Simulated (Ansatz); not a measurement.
Start from AlSb in the zinc blende structure (space group F-43m, No. 216; a = 6.2255 Å). Axes: x, y, z lie along the cube axes.

Level of theory: Ansatz (an electronic-structure program), PBE, PAW, cutoff 420 eV, no SOC.

For the base:

| Item | Result |
|---|---|
| Valence-band top at Γ | 0.00, 0.00, 0.00 eV |

It is then changed as follows: a pure shear with ε_yz = ε_zy = 0.0120; the atoms relax in the strained cell.

### Question
Estimate the effect on the valence-band top at Γ.

### Answer
The valence-band top at Γ (three highest levels, from the VBM) changes from 0.00, 0.00, 0.00 eV to 0.00, -0.10, -0.18 eV.

### Question
Estimate the effect on the stress.

### Answer
The stress (xx, yy, zz, yz, xz, xy; compression positive) amounts to (-0.01, 0.01, 0.01, -0.88, 0.00, 0.00) GPa.

Spin-orbit coupling, missing from the scalar runs, can matter with Sb. The levels and masses belong to the bands next to the band gap. Whether these cells are dynamically stable was not tested.
